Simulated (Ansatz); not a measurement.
# KCl (Pm-3m) in Ansatz: notebook, part 2 of 2

Ansatz 0.2.0. Earlier steps stand in the parts before.

## (5) Band structure, r2SCAN

File input.yaml:

```yaml
crystal:
  lattice:
    - [3.839196, 0.0, 0.0]
    - [0.0, 3.839196, 0.0]
    - [0.0, 0.0, 3.839196]
  atoms:
    - { symbol: K, position: [0.0, 0.0, 0.0] }
    - { symbol: Cl, position: [0.5, 0.5, 0.5] }
hamiltonian:
  xc: r2scan
  pseudopotentials: { kind: paw }
kpoints:
  mp_grid: { grid: [7, 7, 7] }
  band_path:
    path:
      - [[0.0, 0.0, 0.0], [0.0, 0.5, 0.0], [0.5, 0.5, 0.0], [0.0, 0.0, 0.0], [0.5, 0.5, 0.5], [0.0, 0.5, 0.0]]
      - [[0.5, 0.5, 0.0], [0.5, 0.5, 0.5]]
    npoints: 14
scf:
  occupations: { method: fermi_dirac, width: 0.05 }
  n_extra_bands: 6
output:
  forces: true
  stress: true
  eigenvalues: true
  fatbands: false
```

Potentials or basis: Ansatz PAW.

On the command line:

```sh
$ ansatz run input.yaml --threads 2 --pin off --max-ram 5632MiB --backend cpu --events-out ev --progress --plain --runs-dir out
```

What it wrote:

```text
Warning: RAYON_NUM_THREADS=2 ignored (pool sized by the plan → 2); use --threads N
scf.n_extra_bands = 6 over 8 filled bands (N_el = 16.0): the run solves 14 bands
Engine: ansatz 0.2.0, x86_64-unknown-linux-gnu
Pseudopotentials: kind: paw
Pseudopotential: K, paw, valence charge 9, recommended cutoff 500 eV (meta_gga), K.paw.azcp
Pseudopotential: Cl, paw, valence charge 7, recommended cutoff 500 eV (meta_gga), Cl.paw.azcp
Functional definition: r2SCAN
  parameter k0 = 0.174
  parameter k1 = 0.065
  parameter a1 = 4.9479
  exchange = r2scan_x(k0 = k0, k1 = k1, a1 = a1)
  correlation = r2scan_c
Crystal: 2 atoms, lattice volume = 56.588 Å³
Basis set: ecut = 500 eV, 1365 PW (Γ), exchange–correlation on 120×120×120 points (64 copies of the dense FFT grid, shifted against one another)
Bands: 14, of which v1, the nominal top of the filled ones, is band 8 counted from 1 (7 counted from 0)
Symmetry: 48 space group operations
Space group: Pm-3m (ITA 221), of the structure as read, at distance tolerance 3.8e-5 Å
k-points: 20 of 343
Non-local potential: K, projectors of the file, l = 0: 3, l = 1: 2, l = 2: 2
Non-local potential: Cl, projectors of the file, l = 0: 2, l = 1: 2, l = 2: 2
PAW form: soft (Blöchl's): semilocal exchange-correlation on the pseudo side does not see the compensation charge
PAW frozen core: K, regenerated for the run's functional (the file was generated under x = pbe(κ = 0.804, μ = 0.2195149727645171), c = pbe(β = 0.06672455060314922))
PAW frozen core: Cl, regenerated for the run's functional (the file was generated under x = pbe(κ = 0.804, μ = 0.2195149727645171), c = pbe(β = 0.06672455060314922))
PAW one-centre angular grid: K, 302 points (default); XC on 160 Gauss nodes
PAW one-centre angular grid: Cl, 302 points (default); XC on 160 Gauss nodes
Initial density: superposition of atomic densities (neutral atoms: chi_scale 0, normalization atom), corrected by the library's trained network
Initial wavefunctions: pseudopotential atomic-orbital guess
Functional: x = r2scan, c = r2scan; τ floored in thin density (d = 2e-4 eV/Å³)
SCF iter   1: F=—  HF=-2630.348739 eV  |F-HF|=—  |Δ(HF+E_count)|=         —  Δρ=4.19e-3  dr2=5.48e-3  dr2_τ=1.22e-3  ethr=1.77e-3  ⟨swp⟩=7.5  Hψ=1894  notcnv=0
preconditioner: auto → none  [insulator: Δε(μ)=5.582 eV  Ē_g=16.857 eV  σ=0.050 eV  W_gap=1.00  n_scr=6 (ndim 8)  ℏωp=18.5 eV  f_vac=0.010  D(μ)=0.00/eV (n_scr^D=0)  ε∞_Penn≈2.2]
SCF iter   2: F=—  HF=-2630.363915 eV  |F-HF|=—  |Δ(HF+E_count)|=   1.52e-2  Δρ=1.69e-3  dr2=7.02e-4  dr2_τ=7.29e-5  ethr=3.42e-5  ⟨swp⟩=2.0  Hψ=666  notcnv=0  defer=29
SCF iter   3: F=—  HF=-2630.363988 eV  |F-HF|=—  |Δ(HF+E_count)|=   7.29e-5  Δρ=4.54e-4  dr2=4.86e-5  dr2_τ=1.03e-5  ethr=4.38e-6  ⟨swp⟩=2.0  Hψ=346  notcnv=0  defer=29
SCF iter   4: F=—  HF=-2630.363993 eV  |F-HF|=—  |Δ(HF+E_count)|=   5.47e-6  Δρ=7.80e-5  dr2=1.53e-6  dr2_τ=9.69e-7  ethr=3.04e-7  ⟨swp⟩=2.1  Hψ=325  notcnv=0  defer=29
iter 5 did not close the SCF: its close was put off for the readings that it lacked (scf_convergence_deferred on its scf_iter line)
SCF iter   5: F=-2630.363994 eV  HF=-2630.363994 eV  |F-HF|=3.20e-8  |Δ(HF+E_count)|=   6.82e-7  Δρ=1.12e-5  dr2=1.92e-8  dr2_τ=8.09e-9  ethr=9.53e-9  ⟨swp⟩=2.2  Hψ=393  notcnv=0  defer=29
SCF iter   6: F=-2630.363994 eV  HF=-2630.363994 eV  |F-HF|=5.97e-10  |Δ(HF+E_count)|=   3.47e-8  Δρ=1.53e-6  dr2=8.62e-10  dr2_τ=1.47e-10  ethr=1.20e-10  ⟨swp⟩=5.2  Hψ=1306  notcnv=0
SCF 1 converged in 6 iterations: F = -2630.363994 eV  dr2 = 8.62e-10
NSCF: frozen V_eff on 86 k-points
SCF converged after 6 iterations
Free energy (F): -2630.363994 eV
Harris-Foulkes:  -2630.363994 eV  (|F-HF|=5.97e-10)
Internal energy: -2630.363994 eV  (E = F + TS)
E sigma→0 (E₀):  -2630.363994 eV
Fermi energy:    4.584071 eV
--- Per-component energies (eV) ---
  E_band       = -131.734933
  E_kinetic    = 415.044827
  E_local      = -759.484832  (includes V_loc(G=0)·N_el)
  E_nonlocal   = 40.723373
  E_hartree    = 248.039267
  E_xc         = -238.770303
  E_vxc        = -322.109279  (∫ρ·V_xc dr)
  E_paw        = -1454.372323  (= ΣΔE_a)
  E_vpaw       = -20.404254  (= ΣTr[D̂ρ^β])
  E_aug_tail   = 0.000035  (compensation charges beyond the density's cutoff)
  E_vtau       = 18.417290  (kinetic-family band-sum trace: ∫τ·v_τ [+ j·A + Jᵃ·Aᵃ] dr)
  E_ewald      = -881.211446
  E_core_change = -0.332592  (= ΣΔE_core)
  E_smearing   = -0.000000  (= −TS)
  E_closure    = -0.000000  (closes the sum)
  Σ components = -2630.363994   (vs F -2630.363994, Δ=0.00e0)
--- Forces (eV/Å), atoms counted from 1 ---
  atom   1  K     -0.00000000     0.00000000    -0.00000000
  atom   2  Cl     0.00000000    -0.00000000    -0.00000000
  max |Σ_I F_I| component: 5.82e-30 eV/Å
--- Stress (GPa, compression-positive) ---
       -1.075148       0.000000       0.000000
        0.000000      -1.075148       0.000000
        0.000000       0.000000      -1.075148
  P = ⅓ Tr σ = -1.0751 GPa (-10.751 kbar)
--- Band table (eV; the first three rows and the last of 20) ---
  k-point 0: bands = ["-27.3624", "-11.3811", "-9.9803", "-9.9803", "-9.9803", "1.5356", "1.5356", "1.5356", "7.2922", "8.8755", "8.8755", "13.1267", "13.1267", "13.1267"]
  k-point 1: bands = ["-27.3589", "-11.4041", "-9.9746", "-9.9746", "-9.9630", "1.1770", "1.5352", "1.5352", "7.7530", "9.0457", "9.2907", "13.0532", "13.0532", "13.2245"]
  k-point 2: bands = ["-27.3511", "-11.4585", "-9.9618", "-9.9618", "-9.9177", "0.5038", "1.5337", "1.5337", "8.7940", "9.5267", "10.2174", "12.9641", "12.9641", "13.4719"]
  k-point 19: bands = ["-27.3126", "-10.9943", "-10.1405", "-10.1402", "-10.1402", "0.4687", "0.4687", "0.5025", "10.8070", "11.0875", "11.0875", "12.3360", "12.4544", "12.4544"]
```

Run time: 1 s. Hardware: 2 threads of AMD EPYC 9R45 (Zen 5), shared host; peak memory 0.46 GiB.

Results:

- Free energy: -2630.3640 eV
- Pressure: -1.1 GPa
- Band gap on the k mesh: 5.57 eV, indirect (least direct gap 5.76 eV)
- Band gap along the path: 5.55 eV, indirect (least direct gap 5.76 eV)

Levels at the corners of the path, in eV from the valence-band top:
```tsv
point	band 6	band 7	band 8	band 9	band 10	band 11
Γ	-0.20	-0.20	-0.20	5.55	7.14	7.14
X	-1.76	-0.21	-0.21	8.43	8.53	9.01
M	-1.21	-1.21	0.00	6.81	8.01	9.65
Γ	-0.20	-0.20	-0.20	5.55	7.14	7.14
R	-1.32	-1.32	-1.32	9.43	9.43	9.43
X	-1.76	-0.21	-0.21	8.43	8.53	9.01
M	-1.21	-1.21	0.00	6.81	8.01	9.65
R	-1.32	-1.32	-1.32	9.43	9.43	9.43
```

Caveat: the PAW data sets come from PBE, with cores solved anew for the run's functional, which leaves a small shift of forces and pressure.

## (6) Single point, LDA, 26.60 Å³/atom (volume scaled by 0.94)

File input.yaml:

```yaml
crystal:
  lattice:
    - [3.7608230702, 0.0, 0.0]
    - [0.0, 3.7608230702, 0.0]
    - [0.0, 0.0, 3.7608230702]
  atoms:
    - { symbol: K, position: [0.0, 0.0, 0.0] }
    - { symbol: Cl, position: [0.5, 0.5, 0.5] }
hamiltonian:
  xc: lda
  pseudopotentials: { kind: paw }
kpoints:
  mp_grid: { grid: [7, 7, 7] }
scf:
  occupations: { method: fermi_dirac, width: 0.05 }
output:
  forces: true
  stress: true
  eigenvalues: true
```

Potentials or basis: Ansatz PAW.

On the command line:

```sh
$ ansatz run input.yaml --threads 2 --pin off --max-ram 5632MiB --backend cpu --events-out ev --progress --plain --runs-dir out
```

Run time: 0.24 s. Hardware: 2 threads of AMD EPYC 9R45 (Zen 5), shared host; peak memory 0.32 GiB.

Results (log left out):

```yaml
Free_energy: -2544.1907 eV
Pressure: -2.3 GPa
Band_gap_on_the_k_mesh: 4.65 eV, indirect (least direct gap 4.85 eV)
```

Caveat: odd divisions of the mesh miss points on the zone boundary, where band edges often lie, so the gap on the mesh can be too wide; the PAW data sets come from PBE, with cores solved anew for the run's functional, which leaves a small shift of forces and pressure.

## (7) Single point, LDA, 27.16 Å³/atom (volume scaled by 0.96)

Changes to input.yaml since step 6:

```diff
@@ -2,5 +2,5 @@
   lattice:
-    - [3.7608230702, 0.0, 0.0]
-    - [0.0, 3.7608230702, 0.0]
-    - [0.0, 0.0, 3.7608230702]
+    - [3.7873086124, 0.0, 0.0]
+    - [0.0, 3.7873086124, 0.0]
+    - [0.0, 0.0, 3.7873086124]
   atoms:
```

On the command line:

```sh
$ ansatz run input.yaml --threads 2 --pin off --max-ram 5632MiB --backend cpu --events-out ev --progress --plain --runs-dir out
```

It took 0.27 s on 2 threads of AMD EPYC 9R45 (Zen 5), shared host; peak memory 0.33 GiB.

The run converged. Its results:

* Free energy: -2544.1734 eV
* Pressure: -2.6 GPa
* Band gap on the k mesh: 4.56 eV, indirect (least direct gap 4.75 eV)

Caveat: odd divisions of the mesh miss points on the zone boundary, where band edges often lie, so the gap on the mesh can be too wide; the PAW data sets come from PBE, with cores solved anew for the run's functional, which leaves a small shift of forces and pressure.

## (8) Single point, LDA, 27.73 Å³/atom (volume scaled by 0.98)

Changes to input.yaml since step 7:

```diff
@@ -2,5 +2,5 @@
   lattice:
-    - [3.7873086124, 0.0, 0.0]
-    - [0.0, 3.7873086124, 0.0]
-    - [0.0, 0.0, 3.7873086124]
+    - [3.8134288075, 0.0, 0.0]
+    - [0.0, 3.8134288075, 0.0]
+    - [0.0, 0.0, 3.8134288075]
   atoms:
```

On the command line:

```sh
$ ansatz run input.yaml --threads 2 --pin off --max-ram 5632MiB --backend cpu --events-out ev --progress --plain --runs-dir out
```

Wall time 0.26 s (2 threads of AMD EPYC 9R45 (Zen 5), shared host); peak memory 0.33 GiB.

It converged, with:

- Free energy: -2544.1539 eV
- Pressure: -2.9 GPa
- Band gap on the k mesh: 4.47 eV, indirect (least direct gap 4.66 eV)

Caveat: odd divisions of the mesh miss points on the zone boundary, where band edges often lie, so the gap on the mesh can be too wide; the PAW data sets come from PBE, with cores solved anew for the run's functional, which leaves a small shift of forces and pressure.

## (9) Single point, LDA, 28.29 Å³/atom

Changes to input.yaml since step 8:

```diff
@@ -2,5 +2,5 @@
   lattice:
-    - [3.8134288075, 0.0, 0.0]
-    - [0.0, 3.8134288075, 0.0]
-    - [0.0, 0.0, 3.8134288075]
+    - [3.839196, 0.0, 0.0]
+    - [0.0, 3.839196, 0.0]
+    - [0.0, 0.0, 3.839196]
   atoms:
```

Potentials or basis: Ansatz PAW.

On the command line:

```sh
$ ansatz run input.yaml --threads 2 --pin off --max-ram 5632MiB --backend cpu --events-out ev --progress --plain --runs-dir out
```

Run time: 0.26 s. Hardware: 2 threads of AMD EPYC 9R45 (Zen 5), shared host; peak memory 0.33 GiB.

Results (log left out):

| Item | Value |
| --- | --- |
| Free energy | -2544.1325 eV |
| Pressure | -3.2 GPa |
| Band gap on the k mesh | 4.39 eV, indirect (least direct gap 4.57 eV) |

Caveat: odd divisions of the mesh miss points on the zone boundary, where band edges often lie, so the gap on the mesh can be too wide; the PAW data sets come from PBE, with cores solved anew for the run's functional, which leaves a small shift of forces and pressure.

## (10) Single point, LDA, 28.86 Å³/atom (volume scaled by 1.02)

Changes to input.yaml since step 9:

```diff
@@ -2,5 +2,5 @@
   lattice:
-    - [3.839196, 0.0, 0.0]
-    - [0.0, 3.839196, 0.0]
-    - [0.0, 0.0, 3.839196]
+    - [3.8646218801, 0.0, 0.0]
+    - [0.0, 3.8646218801, 0.0]
+    - [0.0, 0.0, 3.8646218801]
   atoms:
```

On the command line:

```sh
$ ansatz run input.yaml --threads 2 --pin off --max-ram 5632MiB --backend cpu --events-out ev --progress --plain --runs-dir out
```

Run time: 0.25 s. Hardware: 2 threads of AMD EPYC 9R45 (Zen 5), shared host; peak memory 0.31 GiB.

It converged, with:

```yaml
Free_energy: -2544.1095 eV
Pressure: -3.4 GPa
Band_gap_on_the_k_mesh: 4.31 eV, indirect (least direct gap 4.49 eV)
```

Caveat: odd divisions of the mesh miss points on the zone boundary, where band edges often lie, so the gap on the mesh can be too wide; the PAW data sets come from PBE, with cores solved anew for the run's functional, which leaves a small shift of forces and pressure.

## (11) Single point, LDA, 29.43 Å³/atom (volume scaled by 1.04)

Changes to input.yaml since step 10:

```diff
@@ -2,5 +2,5 @@
   lattice:
-    - [3.8646218801, 0.0, 0.0]
-    - [0.0, 3.8646218801, 0.0]
-    - [0.0, 0.0, 3.8646218801]
+    - [3.8897175305, 0.0, 0.0]
+    - [0.0, 3.8897175305, 0.0]
+    - [0.0, 0.0, 3.8897175305]
   atoms:
```

On the command line:

```sh
$ ansatz run input.yaml --threads 2 --pin off --max-ram 5632MiB --backend cpu --events-out ev --progress --plain --runs-dir out
```

It took 0.25 s on 2 threads of AMD EPYC 9R45 (Zen 5), shared host; peak memory 0.33 GiB.

Results (log left out):

| Property | Result |
| --- | --- |
| Free energy | -2544.0851 eV |
| Pressure | -3.5 GPa |
| Band gap on the k mesh | 4.23 eV, indirect (least direct gap 4.41 eV) |

Caveat: odd divisions of the mesh miss points on the zone boundary, where band edges often lie, so the gap on the mesh can be too wide; the PAW data sets come from PBE, with cores solved anew for the run's functional, which leaves a small shift of forces and pressure.

## (12) Single point, LDA, 29.99 Å³/atom (volume scaled by 1.06)

Changes to input.yaml since step 11:

```diff
@@ -2,5 +2,5 @@
   lattice:
-    - [3.8897175305, 0.0, 0.0]
-    - [0.0, 3.8897175305, 0.0]
-    - [0.0, 0.0, 3.8897175305]
+    - [3.9144934694, 0.0, 0.0]
+    - [0.0, 3.9144934694, 0.0]
+    - [0.0, 0.0, 3.9144934694]
   atoms:
```

Potentials or basis: Ansatz PAW.

On the command line:

```sh
$ ansatz run input.yaml --threads 2 --pin off --max-ram 5632MiB --backend cpu --events-out ev --progress --plain --runs-dir out
```

It took 0.25 s on 2 threads of AMD EPYC 9R45 (Zen 5), shared host; peak memory 0.33 GiB.

It converged, with:

```
Free energy            : -2544.0595 eV
Pressure               : -3.7 GPa
Band gap on the k mesh : 4.16 eV, indirect (least direct gap 4.34 eV)
```

Caveat: odd divisions of the mesh miss points on the zone boundary, where band edges often lie, so the gap on the mesh can be too wide; the PAW data sets come from PBE, with cores solved anew for the run's functional, which leaves a small shift of forces and pressure.

## (13) Equation of state, LDA

No new run: the results of the series are fitted here.

What came out:

| Quantity | Value |
| --- | --- |
| Equilibrium volume | 24.04 Å³/atom (rough: see the caveat) |
| Bulk modulus | 29 GPa (rough) |

Energy against volume, from the lowest point:
```tsv
volume (Å³/atom)	energy (meV/atom)
26.596	0.00
27.162	8.65
27.728	18.41
28.294	29.11
28.860	40.62
29.426	52.83
29.991	65.64
```

Caveat: the minimum lies outside the volumes run.

## (14) Overview

| task | level | cutoff (eV) | points for each segment of the path | gap on the mesh (eV) | pressure (GPa) |
| --- | --- | --- | --- | --- | --- |
| band structure | LDA | 420 | 14 | 4.39 | -3.2 |
| band structure | PBE | 420 | 14 | 4.82 | -0.1 |
| band structure | PBEsol | 420 | 14 | 4.64 | -1.4 |
| band structure | r2SCAN | 500 | 14 | 5.57 | -1.1 |
| equation of state | LDA | 420 | - | - | - |

Alike in all rows: potentials or basis Ansatz PAW; no spin polarisation; cell as given; k mesh 7 × 7 × 7; smearing fermi-dirac 0.05 eV.

On the cell as given the gap runs from 4.36 eV (LDA) to 5.55 eV (r2SCAN). The pressure there spans -3.2 GPa (LDA) to -0.1 GPa (PBE); a positive pressure means that this level wants a larger cell, a negative one a smaller.

Caveats: the PAW data sets come from PBE, with cores solved anew for the run's functional, which leaves a small shift of forces and pressure (some runs); the minimum lies outside the volumes run (some runs).

Total energies depend on the potentials used, so only differences within one code and one set of settings carry meaning.
